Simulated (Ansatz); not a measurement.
# Thickness series of a Mo/SiC/W junction, part 2 of 3

Aim: the conductance of Mo/SiC/W junctions as the barrier thickens. The lower electrode is Mo bcc(001), the upper one W bcc(001); the barrier is SiC zinc blende(001) (Si and Si faces). In the first transport cell, after relaxation, the nearest pair of electrode and barrier is Mo–Si at 2.64 Å, at a slant, at the lower face and W–Si at 2.62 Å, at a slant, at the upper one. All share a net of side 3.15 Å, which strains the lower electrode by +0.0 %, the upper one by -0.6 % and the barrier by +1.7 %, against typed lattice constants near PBE's. The first steps treat the bulk electrodes alone.

Ansatz 0.2.0; PBE DFT, plane waves, PAW files (the session's first sound run).

So far, transmission at the Fermi level (a spin, zone mean): step 5 (the open system: T(E)) 0.00368. Also channels of the lower lead: step 5 1.62.

## (6) Conductance, atomic planes in the barrier 5, gap between the electrodes 8.58 Å

System of this step: Mo/SiC/W. The cell holds 27 atoms: 11 Mo, 3 Si, 2 C and 11 W. Its edges and angles: a = 3.150 Å, b = 3.150 Å, c = 54.222 Å, α = 90.0°, β = 90.0°, γ = 90.0°. Regions: left electrode, 11 atoms (11 Mo); barrier, 5 atoms (3 Si and 2 C); right electrode, 11 atoms (11 W). Vacuum lies along c.

The conductance needs T(E) within ten thermal energies of the Fermi level, on steps under 1.5 kT, and a finer mesh (26×26), since the current can rest on few wavevectors.

input.yaml reads:

```yaml
crystal:
  lattice:
    - [3.15, 0.0, 0.0]
    - [0.0, 3.15, 0.0]
    - [0.0, 0.0, 54.2223544904]
  atoms:
    - { symbol: Mo, position: [0.0, 0.0, 0.1290980457] }
    - { symbol: Mo, position: [0.5, 0.5, 0.1583038473] }
    - { symbol: Mo, position: [0.0, 0.0, 0.1875096488] }
    - { symbol: Mo, position: [0.5, 0.5, 0.2167154503] }
    - { symbol: Mo, position: [0.0, 0.0, 0.2459212518] }
    - { symbol: Mo, position: [0.5, 0.5, 0.2751270533] }
    - { symbol: Mo, position: [0.0, 0.0, 0.3043328548] }
    - { symbol: Mo, position: [0.5, 0.5, 0.3335386563] }
[... 15 atom lines left out ...]
    - { symbol: W, position: [0.5, 0.5, 0.7821174558] }
    - { symbol: W, position: [0.0, 0.0, 0.8117122886] }
    - { symbol: W, position: [0.5, 0.5, 0.8413071214] }
    - { symbol: W, position: [0.0, 0.0, 0.8709019543] }
kpoints:
  mp_grid: { grid: [8, 8, 1] }
scf:
  occupations: { method: fermi_dirac, width: 0.1 }
  max_iter: 150
hamiltonian:
  xc: pbe
output:
  transmission:
    kmesh: [26, 26]
    e_range: [-0.26, 0.27]
    de: 0.0375
    leads: [[4, 5], [21, 22]]
```

Command:

```bash
$ ansatz run input.yaml --threads 4 --pin off --max-ram 12288MiB --backend cpu --events-out ev --progress --plain --runs-dir out
```

The job ended after 8.8 min (4 threads of Arm Neoverse V1, shared host; peak memory 3.4 GiB).

This step gave:

```
free energy                                         : -171151.8473 eV
Fermi energy                                        : 14.10 eV
transmission at the Fermi level (a spin, zone mean) : 0.04792
channels of the lower lead                          : 1.607
channels of the upper lead                          : 1.198
ballistic conductance of the lower lead             : 1.25e15 S/m²
potential step in the upper lead                    : 24.2 meV
ballistic conductance of the upper lead             : 9.42e14 S/m²
junction conductance                                : 3.88e13 S/m²
error estimates by source, in the log's order       : 1, 1.1, 25.6, 47.7, 5.9 %
resistance-area product beyond the leads            : 0.02486 Ω um²
```

One spin. Transmission, zone mean against energy, zero at the Fermi level:

| energy (eV) | transmission, zone mean |
| --- | --- |
| -0.260 | 0.0787 |
| -0.223 | 0.0668 |
| -0.185 | 0.0582 |
| -0.147 | 0.0611 |
| -0.110 | 0.0581 |
| -0.072 | 0.0613 |
| -0.035 | 0.0538 |
| 0.003 | 0.0479 |
| 0.040 | 0.0464 |
| 0.077 | 0.0476 |
| 0.115 | 0.0428 |
| 0.152 | 0.0405 |
| 0.190 | 0.0320 |
| 0.228 | 0.0329 |
| 0.265 | 0.0271 |

One spin. The open channels, zone mean by energy, zero at the Fermi level:

| energy (eV) | lower lead | upper lead |
| --- | --- | --- |
| -0.260 | 1.51 | 1.12 |
| -0.223 | 1.59 | 1.12 |
| -0.185 | 1.61 | 1.13 |
| -0.147 | 1.59 | 1.12 |
| -0.110 | 1.59 | 1.13 |
| -0.072 | 1.60 | 1.17 |
| -0.035 | 1.64 | 1.17 |
| 0.003 | 1.61 | 1.20 |
| 0.040 | 1.59 | 1.24 |
| 0.077 | 1.57 | 1.29 |
| 0.115 | 1.67 | 1.25 |
| 0.152 | 1.75 | 1.27 |
| 0.190 | 1.84 | 1.34 |
| 0.228 | 1.90 | 1.39 |
| 0.265 | 2.06 | 1.46 |

Transmission over k1 and k2. At 0.0025 eV from the Fermi level; zeros and values more than six decades under the largest are shown at that floor.

log10 of the mean of each cell; the least values stand at a floor. Values, 12 rows by 16 columns:
```
-1.3 -2.0 -6.1 -6.1 -6.1 -6.1 -0.6 -0.3 -0.2 -0.3 -1.0 -6.1 -6.1 -6.1 -3.1 -1.7
-6.1 -6.1 -6.1 -6.1 -6.1 -6.1 -1.8 -0.9 -0.7 -1.1 -3.1 -6.1 -6.1 -6.1 -6.1 -6.1
-6.1 -6.1 -6.1 -6.1 -6.1 -3.1 -1.6 -1.8 -2.5 -1.6 -1.9 -3.8 -6.1 -6.1 -6.1 -6.1
-6.1 -6.1 -6.1 -2.7 -2.1 -1.9 -1.7 -2.2 -2.5 -1.9 -1.7 -2.0 -2.2 -6.1 -6.1 -6.1
-0.6 -1.1 -3.4 -2.8 -1.4 -1.2 -1.6 -1.7 -1.8 -1.7 -1.5 -1.1 -1.7 -3.9 -2.0 -0.8
-0.6 -0.6 -3.2 -2.7 -2.6 -1.9 -1.3 -1.2 -1.5 -1.1 -1.6 -2.0 -2.9 -2.9 -1.2 -0.6
-0.6 -0.8 -3.1 -2.9 -1.9 -1.3 -1.4 -1.4 -1.6 -1.3 -1.6 -1.3 -2.4 -3.0 -1.5 -0.7
-1.0 -1.3 -6.1 -2.5 -1.4 -1.4 -1.7 -2.1 -2.2 -2.0 -1.6 -1.3 -1.7 -5.8 -2.1 -1.1
-6.1 -6.1 -6.1 -6.1 -3.9 -2.5 -1.7 -2.1 -2.7 -1.8 -1.8 -2.9 -6.1 -6.1 -6.1 -6.1
-6.1 -6.1 -6.1 -6.1 -6.1 -4.0 -1.6 -1.1 -1.0 -1.2 -2.2 -4.8 -6.1 -6.1 -6.1 -6.1
-1.7 -2.4 -6.1 -6.1 -6.1 -6.1 -1.1 -0.5 -0.4 -0.6 -2.0 -6.1 -6.1 -6.1 -6.1 -2.0
-1.3 -2.0 -6.1 -6.1 -6.1 -6.1 -0.6 -0.3 -0.3 -0.4 -0.9 -6.1 -6.1 -6.1 -3.1 -1.7
```
Columns: k1 (b1) from -0.5 to 0.462; rows upwards: k2 (b2) from -0.5 to 0.462.

G = 3.9e13 S/m² (1/G = 0.0258 Ω µm²). The largest error estimate is 48 %, from the leads' potential steps. In the worse lead the potential repeats within 61 meV, which the program flags as too much for a lead, so G carries that doubt. By hand, Landauer's formula with T at one energy: G = (e²/h) ΣT / A = 3.874e-5 S × 0.0958 / 9.922 Å² = 3.7e13 S/m², with T summed over both spins. The printed value averages T over the Fermi window and is 1.0 times this.

## (7) Conductance on a fine mesh, atomic planes in the barrier 7, gap between the electrodes 10.75 Å

System of this step: Mo/SiC/W. The cell holds 29 atoms: 11 Mo, 4 Si, 3 C and 11 W. Its edges and angles: a = 3.150 Å, b = 3.150 Å, c = 56.386 Å, α = 90.0°, β = 90.0°, γ = 90.0°. Regions: left electrode, 11 atoms (11 Mo); barrier, 7 atoms (4 Si and 3 C); right electrode, 11 atoms (11 W). Vacuum lies along c.

Barrier layers are added or taken out in the middle, and the relaxed faces stay.

input.yaml reads:

```yaml
crystal:
  lattice:
    - [3.15, 0.0, 0.0]
    - [0.0, 3.15, 0.0]
    - [0.0, 0.0, 56.3862676386]
  atoms:
    - { symbol: Mo, position: [0.0, 0.0, 0.1241437019] }
    - { symbol: Mo, position: [0.5, 0.5, 0.1522286841] }
    - { symbol: Mo, position: [0.0, 0.0, 0.1803136663] }
    - { symbol: Mo, position: [0.5, 0.5, 0.2083986485] }
    - { symbol: Mo, position: [0.0, 0.0, 0.2364836307] }
    - { symbol: Mo, position: [0.5, 0.5, 0.2645686129] }
    - { symbol: Mo, position: [0.0, 0.0, 0.2926535951] }
    - { symbol: Mo, position: [0.5, 0.5, 0.3207385773] }
[... 17 atom lines left out ...]
    - { symbol: W, position: [0.0, 0.0, 0.7904790467] }
    - { symbol: W, position: [0.5, 0.5, 0.8189381305] }
    - { symbol: W, position: [0.0, 0.0, 0.8473972143] }
    - { symbol: W, position: [0.5, 0.5, 0.8758562981] }
kpoints:
  mp_grid: { grid: [8, 8, 1] }
scf:
  occupations: { method: fermi_dirac, width: 0.1 }
  max_iter: 150
hamiltonian:
  xc: pbe
output:
  transmission:
    kmesh: [26, 26]
    e_range: [-0.26, 0.27]
    de: 0.0375
    leads: [[4, 5], [23, 24]]
```

Wall time 13 min (4 threads); peak memory 3.6 GiB; 29 min of CPU time.

Numbers from this step:

```
free energy                                         : -172038.9549 eV
Fermi energy                                        : 13.93 eV
transmission at the Fermi level (a spin, zone mean) : 0.01040
potential step in the upper lead                    : 24.3 meV
junction conductance                                : 9.35e12 S/m²
error estimates by source, in the log's order       : 0.5, 2.3, 24.4, 55.2, 15.1 %
resistance-area product beyond the leads            : 0.1060 Ω um²
```

One spin. The transmission, zone mean by energy, zero at the Fermi level:

| energy (eV) | transmission, zone mean |
| --- | --- |
| -0.260 | 0.0386 |
| -0.223 | 0.0305 |
| -0.185 | 0.0230 |
| -0.147 | 0.0208 |
| -0.110 | 0.0168 |
| -0.072 | 0.0164 |
| -0.035 | 0.0154 |
| 0.003 | 0.0104 |
| 0.040 | 0.00962 |
| 0.077 | 0.00908 |
| 0.115 | 0.00834 |
| 0.152 | 0.00686 |
| 0.190 | 0.00633 |
| 0.228 | 0.00568 |
| 0.265 | 0.00530 |

One spin. Table of open channels, zone mean by energy, zero at the Fermi level:

| energy (eV) | lower lead | upper lead |
| --- | --- | --- |
| -0.260 | 1.51 | 1.12 |
| -0.223 | 1.59 | 1.12 |
| -0.185 | 1.61 | 1.13 |
| -0.147 | 1.59 | 1.12 |
| -0.110 | 1.59 | 1.13 |
| -0.072 | 1.60 | 1.17 |
| -0.035 | 1.64 | 1.17 |
| 0.003 | 1.61 | 1.20 |
| 0.040 | 1.59 | 1.24 |
| 0.077 | 1.57 | 1.29 |
| 0.115 | 1.67 | 1.25 |
| 0.152 | 1.75 | 1.27 |
| 0.190 | 1.84 | 1.34 |
| 0.228 | 1.90 | 1.39 |
| 0.265 | 2.05 | 1.46 |

Transmission over k1 and k2. At 0.0025 eV from the Fermi level; zeros and values more than six decades under the largest are shown at that floor.

log10 of the mean of each cell; the least values stand at a floor. Values, 12 rows by 16 columns:
```
-2.2 -2.2 -6.7 -6.7 -6.7 -6.7 -1.3 -1.0 -0.9 -1.1 -1.7 -6.7 -6.7 -6.7 -2.8 -2.1
-6.7 -6.7 -6.7 -6.7 -6.7 -6.7 -2.9 -2.2 -2.3 -2.3 -3.9 -6.7 -6.7 -6.7 -6.7 -6.7
-6.7 -6.7 -6.7 -6.7 -6.7 -3.3 -2.0 -2.3 -3.0 -2.0 -2.2 -4.1 -6.7 -6.7 -6.7 -6.7
-6.7 -6.7 -6.7 -6.7 -2.8 -2.0 -1.9 -2.5 -3.3 -2.2 -1.9 -2.2 -3.4 -6.7 -6.7 -6.7
-1.8 -2.0 -4.4 -4.3 -1.8 -1.3 -2.0 -2.3 -2.3 -2.2 -1.9 -1.3 -2.3 -4.5 -2.6 -1.8
-1.4 -1.3 -3.7 -3.4 -2.9 -2.1 -2.0 -1.7 -2.0 -1.6 -2.4 -2.1 -3.5 -3.5 -1.8 -1.3
-1.5 -1.5 -3.9 -3.7 -2.1 -1.4 -2.0 -1.9 -2.0 -1.8 -2.1 -1.4 -2.8 -3.7 -2.1 -1.5
-2.4 -2.3 -6.7 -4.9 -2.0 -1.6 -2.0 -2.6 -2.8 -2.3 -1.9 -1.6 -2.4 -5.2 -2.8 -2.2
-6.7 -6.7 -6.7 -6.7 -4.2 -2.5 -1.9 -2.4 -3.3 -2.1 -2.0 -3.0 -6.7 -6.7 -6.7 -6.7
-6.7 -6.7 -6.7 -6.7 -6.7 -4.7 -2.3 -2.2 -2.6 -2.1 -2.7 -5.5 -6.7 -6.7 -6.7 -6.7
-2.6 -2.8 -6.7 -6.7 -6.7 -6.7 -2.1 -1.4 -1.2 -1.5 -3.7 -6.7 -6.7 -6.7 -6.7 -2.4
-2.3 -2.1 -6.7 -6.7 -6.7 -6.7 -1.3 -0.9 -0.8 -1.1 -1.6 -6.7 -6.7 -6.7 -2.6 -2.2
```
Columns: k1 (b1) from -0.5 to 0.462; rows upwards: k2 (b2) from -0.5 to 0.462.

G = 9.4e12 S/m² (1/G = 0.107 Ω µm²), 0.24 times the step before of this kind. The largest error estimate is 55 %, from the leads' potential steps. In the worse lead the potential repeats within 61 meV, which the program flags as too much for a lead, so G carries that doubt.

## (8) Conductance on a fine mesh, 31 atoms

System of this step: Mo/SiC/W. The cell holds 31 atoms: 11 Mo, 5 Si, 4 C and 11 W. Its edges and angles: a = 3.150 Å, b = 3.150 Å, c = 58.550 Å, α = 90.0°, β = 90.0°, γ = 90.0°. Regions: left electrode, 11 atoms (11 Mo); barrier, 9 atoms (5 Si and 4 C); right electrode, 11 atoms (11 W). Vacuum lies along c.

input.yaml reads:

```yaml
crystal:
  lattice:
    - [3.15, 0.0, 0.0]
    - [0.0, 3.15, 0.0]
    - [0.0, 0.0, 58.5501807867]
  atoms:
    - { symbol: Mo, position: [0.0, 0.0, 0.1195555659] }
    - { symbol: Mo, position: [0.5, 0.5, 0.1466025759] }
    - { symbol: Mo, position: [0.0, 0.0, 0.1736495859] }
    - { symbol: Mo, position: [0.5, 0.5, 0.2006965958] }
    - { symbol: Mo, position: [0.0, 0.0, 0.2277436058] }
    - { symbol: Mo, position: [0.5, 0.5, 0.2547906157] }
    - { symbol: Mo, position: [0.0, 0.0, 0.2818376257] }
    - { symbol: Mo, position: [0.5, 0.5, 0.3088846357] }
[... 19 atom lines left out ...]
    - { symbol: W, position: [0.5, 0.5, 0.7982225778] }
    - { symbol: W, position: [0.0, 0.0, 0.8256298632] }
    - { symbol: W, position: [0.5, 0.5, 0.8530371486] }
    - { symbol: W, position: [0.0, 0.0, 0.8804444341] }
kpoints:
  mp_grid: { grid: [8, 8, 1] }
scf:
  occupations: { method: fermi_dirac, width: 0.1 }
  max_iter: 150
hamiltonian:
  xc: pbe
output:
  transmission:
    kmesh: [26, 26]
    e_range: [-0.26, 0.27]
    de: 0.0375
    leads: [[4, 5], [25, 26]]
```

The job ended after 12 min (4 threads; peak memory 3.8 GiB).

G = 3.2e12 S/m² (1/G = 0.309 Ω µm²), 0.35 times the step before of this kind. The largest error estimate is 68 %, from the leads' potential steps. In the worse lead the potential repeats within 61 meV, which the program flags as too much for a lead, so G carries that doubt.

## (9) Conductance on a fine mesh, atomic planes in the barrier 11, gap between the electrodes 15.07 Å

System of this step: Mo/SiC/W. The cell holds 33 atoms: 11 Mo, 6 Si, 5 C and 11 W. Its edges and angles: a = 3.150 Å, b = 3.150 Å, c = 60.714 Å, α = 90.0°, β = 90.0°, γ = 90.0°. Regions: left electrode, 11 atoms (11 Mo); barrier, 11 atoms (6 Si and 5 C); right electrode, 11 atoms (11 W). Vacuum lies along c.

input.yaml reads:

```yaml
crystal:
  lattice:
    - [3.15, 0.0, 0.0]
    - [0.0, 3.15, 0.0]
    - [0.0, 0.0, 60.7140939349]
  atoms:
    - { symbol: Mo, position: [0.0, 0.0, 0.1152944818] }
    - { symbol: Mo, position: [0.5, 0.5, 0.1413775084] }
    - { symbol: Mo, position: [0.0, 0.0, 0.1674605349] }
    - { symbol: Mo, position: [0.5, 0.5, 0.1935435614] }
    - { symbol: Mo, position: [0.0, 0.0, 0.219626588] }
    - { symbol: Mo, position: [0.5, 0.5, 0.2457096145] }
    - { symbol: Mo, position: [0.0, 0.0, 0.271792641] }
    - { symbol: Mo, position: [0.5, 0.5, 0.2978756676] }
[... 21 atom lines left out ...]
    - { symbol: W, position: [0.0, 0.0, 0.805414134] }
    - { symbol: W, position: [0.5, 0.5, 0.8318445954] }
    - { symbol: W, position: [0.0, 0.0, 0.8582750568] }
    - { symbol: W, position: [0.5, 0.5, 0.8847055182] }
kpoints:
  mp_grid: { grid: [8, 8, 1] }
scf:
  occupations: { method: fermi_dirac, width: 0.1 }
  max_iter: 150
hamiltonian:
  xc: pbe
output:
  transmission:
    kmesh: [26, 26]
    e_range: [-0.26, 0.27]
    de: 0.0375
    leads: [[4, 5], [27, 28]]
```

Elapsed: 11 min, on 4 threads; peak memory 4 GiB.

G = 6.4e11 S/m² (1/G = 1.57 Ω µm²), 0.20 times the step before of this kind. The largest error estimate is 137 %, from the leads' potential steps. In the worse lead the potential repeats within 61 meV, which the program flags as too much for a lead, so G carries that doubt.

## (10) Conductance, atomic planes in the barrier 13, gap between the electrodes 17.24 Å

System of this step: Mo/SiC/W. The cell holds 35 atoms: 11 Mo, 7 Si, 6 C and 11 W. Cell: a = 3.150 Å, b = 3.150 Å, c = 62.878 Å, α = 90.0°, β = 90.0°, γ = 90.0°. Regions: left electrode, 11 atoms (11 Mo); barrier, 13 atoms (7 Si and 6 C); right electrode, 11 atoms (11 W). Vacuum lies along c.

input.yaml reads:

```yaml
crystal:
  lattice:
    - [3.15, 0.0, 0.0]
    - [0.0, 3.15, 0.0]
    - [0.0, 0.0, 62.878007083]
  atoms:
    - { symbol: Mo, position: [0.0, 0.0, 0.1113266836] }
    - { symbol: Mo, position: [0.5, 0.5, 0.1365120767] }
    - { symbol: Mo, position: [0.0, 0.0, 0.1616974697] }
    - { symbol: Mo, position: [0.5, 0.5, 0.1868828628] }
    - { symbol: Mo, position: [0.0, 0.0, 0.2120682558] }
    - { symbol: Mo, position: [0.5, 0.5, 0.2372536489] }
    - { symbol: Mo, position: [0.0, 0.0, 0.2624390419] }
    - { symbol: Mo, position: [0.5, 0.5, 0.287624435] }
[... 23 atom lines left out ...]
    - { symbol: W, position: [0.5, 0.5, 0.812110703] }
    - { symbol: W, position: [0.0, 0.0, 0.8376315741] }
    - { symbol: W, position: [0.5, 0.5, 0.8631524453] }
    - { symbol: W, position: [0.0, 0.0, 0.8886733164] }
kpoints:
  mp_grid: { grid: [8, 8, 1] }
scf:
  occupations: { method: fermi_dirac, width: 0.1 }
  max_iter: 150
hamiltonian:
  xc: pbe
output:
  transmission:
    kmesh: [26, 26]
    e_range: [-0.26, 0.27]
    de: 0.0375
    leads: [[4, 5], [29, 30]]
```

Run time: 12 min. Hardware: 4 threads; peak memory 4.2 GiB; 35 min of CPU time.

One spin. The transmission, zone mean by energy, zero at the Fermi level:

| energy (eV) | transmission, zone mean |
| --- | --- |
| -0.260 | 0.00148 |
| -0.223 | 0.00145 |
| -0.185 | 0.00143 |
| -0.147 | 0.00293 |
| -0.110 | 5.0e-4 |
| -0.072 | 3.0e-4 |
| -0.035 | 2.7e-4 |
| 0.003 | 2.3e-4 |
| 0.040 | 2.0e-4 |
| 0.077 | 2.0e-4 |
| 0.115 | 1.7e-4 |
| 0.152 | 1.5e-4 |
| 0.190 | 1.4e-4 |
| 0.228 | 1.3e-4 |
| 0.265 | 9.1e-5 |

G = 2.0e11 S/m² (1/G = 5.08 Ω µm²), 0.31 times the step before of this kind. The largest error estimate is 67 %, from the leads' potential steps. In the worse lead the potential repeats within 61 meV, which the program flags as too much for a lead, so G carries that doubt.

## (11) Conductance, atomic planes in the barrier 15, gap between the electrodes 19.4 Å

System of this step: Mo/SiC/W. The cell holds 37 atoms: 11 Mo, 8 Si, 7 C and 11 W. Cell: a = 3.150 Å, b = 3.150 Å, c = 65.042 Å, α = 90.0°, β = 90.0°, γ = 90.0°. Regions: left electrode, 11 atoms (11 Mo); barrier, 15 atoms (8 Si and 7 C); right electrode, 11 atoms (11 W). Vacuum lies along c.

input.yaml reads:

```yaml
crystal:
  lattice:
    - [3.15, 0.0, 0.0]
    - [0.0, 3.15, 0.0]
    - [0.0, 0.0, 65.0419202311]
  atoms:
    - { symbol: Mo, position: [0.0, 0.0, 0.1076228988] }
    - { symbol: Mo, position: [0.5, 0.5, 0.1319703861] }
    - { symbol: Mo, position: [0.0, 0.0, 0.1563178733] }
    - { symbol: Mo, position: [0.5, 0.5, 0.1806653605] }
    - { symbol: Mo, position: [0.0, 0.0, 0.2050128478] }
    - { symbol: Mo, position: [0.5, 0.5, 0.229360335] }
    - { symbol: Mo, position: [0.0, 0.0, 0.2537078223] }
    - { symbol: Mo, position: [0.5, 0.5, 0.2780553095] }
[... 25 atom lines left out ...]
    - { symbol: W, position: [0.0, 0.0, 0.8183616888] }
    - { symbol: W, position: [0.5, 0.5, 0.8430334929] }
    - { symbol: W, position: [0.0, 0.0, 0.867705297] }
    - { symbol: W, position: [0.5, 0.5, 0.8923771012] }
kpoints:
  mp_grid: { grid: [8, 8, 1] }
scf:
  occupations: { method: fermi_dirac, width: 0.1 }
  max_iter: 150
hamiltonian:
  xc: pbe
output:
  transmission:
    kmesh: [26, 26]
    e_range: [-0.26, 0.27]
    de: 0.0375
    leads: [[4, 5], [31, 32]]
```

The job ended after 13 min (4 threads; peak memory 4.4 GiB; 39 min of CPU time).

One spin. Table of transmission, zone mean by energy, zero at the Fermi level:

| energy (eV) | transmission, zone mean |
| --- | --- |
| -0.260 | 4.5e-4 |
| -0.223 | 5.4e-4 |
| -0.185 | 3.0e-4 |
| -0.147 | 3.5e-4 |
| -0.110 | 1.2e-4 |
| -0.072 | 8.2e-5 |
| -0.035 | 6.6e-5 |
| 0.003 | 5.5e-5 |
| 0.040 | 4.8e-5 |
| 0.077 | 4.5e-5 |
| 0.115 | 3.3e-5 |
| 0.152 | 2.8e-5 |
| 0.190 | 2.6e-5 |
| 0.228 | 2.4e-5 |
| 0.265 | 1.9e-5 |

G = 4.7e10 S/m² (1/G = 21.3 Ω µm²), 0.24 times the step before of this kind. The largest error estimate is 68 %, from the leads' potential steps. In the worse lead the potential repeats within 61 meV, which the program flags as too much for a lead, so G carries that doubt.

## (12) Conductance on a fine mesh, atomic planes in the barrier 19, gap between the electrodes 23.73 Å

System of this step: Mo/SiC/W. The cell holds 41 atoms: 11 Mo, 10 Si, 9 C and 11 W. Its edges and angles: a = 3.150 Å, b = 3.150 Å, c = 69.370 Å, α = 90.0°, β = 90.0°, γ = 90.0°. Regions: left electrode, 11 atoms (11 Mo); barrier, 19 atoms (10 Si and 9 C); right electrode, 11 atoms (11 W). Vacuum lies along c.

input.yaml reads:

```yaml
crystal:
  lattice:
    - [3.15, 0.0, 0.0]
    - [0.0, 3.15, 0.0]
    - [0.0, 0.0, 69.3697465274]
  atoms:
    - { symbol: Mo, position: [0.0, 0.0, 0.1009085423] }
    - { symbol: Mo, position: [0.5, 0.5, 0.1237370432] }
    - { symbol: Mo, position: [0.0, 0.0, 0.1465655441] }
    - { symbol: Mo, position: [0.5, 0.5, 0.1693940451] }
    - { symbol: Mo, position: [0.0, 0.0, 0.192222546] }
    - { symbol: Mo, position: [0.5, 0.5, 0.2150510469] }
    - { symbol: Mo, position: [0.0, 0.0, 0.2378795478] }
    - { symbol: Mo, position: [0.5, 0.5, 0.2607080488] }
[... 29 atom lines left out ...]
    - { symbol: W, position: [0.0, 0.0, 0.8296937045] }
    - { symbol: W, position: [0.5, 0.5, 0.8528262889] }
    - { symbol: W, position: [0.0, 0.0, 0.8759588733] }
    - { symbol: W, position: [0.5, 0.5, 0.8990914577] }
kpoints:
  mp_grid: { grid: [8, 8, 1] }
scf:
  occupations: { method: fermi_dirac, width: 0.1 }
  max_iter: 150
hamiltonian:
  xc: pbe
output:
  transmission:
    kmesh: [26, 26]
    e_range: [-0.26, 0.27]
    de: 0.0375
    leads: [[4, 5], [35, 36]]
```

Wall time 16 min (4 threads); peak memory 4.9 GiB; 43 min of CPU time.

One spin. The transmission, zone mean by energy, zero at the Fermi level:

| energy (eV) | transmission, zone mean |
| --- | --- |
| -0.260 | 3.6e-5 |
| -0.223 | 3.6e-5 |
| -0.185 | 3.7e-5 |
| -0.147 | 4.6e-5 |
| -0.110 | 1.2e-5 |
| -0.072 | 6.0e-6 |
| -0.035 | 4.7e-6 |
| 0.003 | 4.2e-6 |
| 0.040 | 3.9e-6 |
| 0.077 | 3.9e-6 |
| 0.115 | 3.1e-6 |
| 0.152 | 2.9e-6 |
| 0.190 | 2.9e-6 |
| 0.228 | 2.8e-6 |
| 0.265 | 2.2e-6 |

G = 3.7e9 S/m² (1/G = 270 Ω µm²), 0.079 times the step before of this kind. The largest error estimate is 128 %, from the leads' potential steps. In the worse lead the potential repeats within 61 meV, which the program flags as too much for a lead, so G carries that doubt.

(Part 2 of 3 ends here.)

[Logs are printed without paths, hosts, clocks, repeated set-up lines and the standing remarks that a program may print on its own settings, such as how far it seeks lower states.]

[Hosts, paths, dates, database ids (printed as entryN), source tags and the programs' standing remarks are cut or masked in the printed files.]
